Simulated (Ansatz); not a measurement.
**Cl: a bulk modulus from differences**

The cell was found from a structure generator's guess, not taken from experiment.

Method: Ansatz 0.2.0, DFT PBE, scalar-relativistic, plane waves, PAW. Plane waves to 420 eV, an 8×8×6 mesh through Γ for the 2-atom cell and 0.02 eV Gaussian smearing; no spin polarisation.

```cif
data_structure
_symmetry_space_group_name_H-M 'Cmmm'
_symmetry_Int_Tables_number 65
_cell_length_a 4.3803
_cell_length_b 9.2387
_cell_length_c 4.3336
_cell_angle_alpha 90.000
_cell_angle_beta 90.000
_cell_angle_gamma 90.000
_cell_volume 175.37
loop_
_atom_site_label
_atom_site_type_symbol
_atom_site_symmetry_multiplicity
_atom_site_Wyckoff_symbol
_atom_site_fract_x
_atom_site_fract_y
_atom_site_fract_z
_atom_site_occupancy
Cl1 Cl 4 i 0.00000 0.39104 0.00000 1
```

The cell was set to several volumes, with shape and atoms relaxed at each where symmetry leaves them free. Pressure is positive in compression, and energies count from the lowest row.

| row | V (Å³/atom) | P (GPa) | ΔE (meV/atom) | gap on mesh (eV) |
| --- | --- | --- | --- | --- |
| 1 | 38.582 | 0.24 | 3.2 | 1.55 |
| 2 | 39.897 | ? | ? | ? |
| 3 | 41.212 | 0.10 | 0.8 | 1.68 |
| 4 | 42.527 | 0.05 | 0.2 | 1.74 |
| 5 | 43.843 | 0.00 | 0.0 | 1.80 |
| 6 | 45.158 | -0.03 | 0.1 | 1.86 |
| 7 | 46.473 | -0.05 | 0.3 | 1.87 |
| 8 | 48.227 | -0.07 | 0.9 | 1.94 |

Task: Find B = −V·ΔP/ΔV from rows 4 and 6 and from rows 1 and 3, and from the two its slope B′ and its value B0 at zero pressure.

Result: Rows 4 and 6 give −(42.527 + 45.158)/2 × (-0.03 − (0.05))/(45.158 − 42.527) = 1.3 GPa at a mean pressure of 0.01 GPa. Rows 1 and 3 give −(38.582 + 41.212)/2 × (0.10 − (0.24))/(41.212 − 38.582) = 2.1 GPa at a mean pressure of 0.17 GPa. So B′ = (2.1 − 1.3)/(0.17 − (0.01)) = 5.00 and B0 = 1.3 − 5.00 × (0.01) = 1.2 GPa. A third-order Birch–Murnaghan fit to all the energies gives B0 = 1.0 GPa and B′ = 8.5.

Task: Estimate the pressure and energy of row 2.

Result: From row 5, V0 = 43.843 × (1 + (0.00)/1.2) = 43.843 Å³/atom. Murnaghan's form P = (B0/B′)·[(V0/V)^B′ − 1] gives (1.2/5.00) × [(43.843/39.897)^5.00 − 1] = 0.14 GPa; the computed pressure is 0.15 GPa, so the estimate is off by -0.01 GPa. The work of compression from row 3, with the mean of the two pressures, gives ΔE = 0.8 + (0.14 + 0.10)/2 × (41.212 − 39.897)/160.2 × 1000 = 1.8 meV/atom (1 eV/Å³ = 160.2 GPa); the computed value is 1.7 meV/atom.

Task: Fit the gap against pressure through the other rows and estimate it at the computed pressure of row 2.

Result: Over the 7 rows the mean pressure is 0.0343 GPa and the mean gap is 1.777 eV. The sums of products of deviations are S_xx = 0.07017 and S_xy = -0.08461, so the slope is -0.08461/0.07017 = -1.206 (r = -0.99, rms misfit 0.02 eV). At 0.15 GPa the line gives 1.777 + (-1.206) × (0.15 − 0.0343) = 1.64 eV. The computed value is 1.63 eV, so the line is off by +0.01 eV, less than the largest miss among the fitted rows (0.04 eV).

Weakly bound directions are ill-defined at this level, which has no dispersion term. Kohn–Sham gaps at this level usually fall short of measured ones. All volumes keep the k mesh of the relaxed cell. A later test with randomly moved atoms ended 1 meV/atom lower on a coarse mesh, in P-1 at a loose tolerance, which is no clear verdict on its stability.
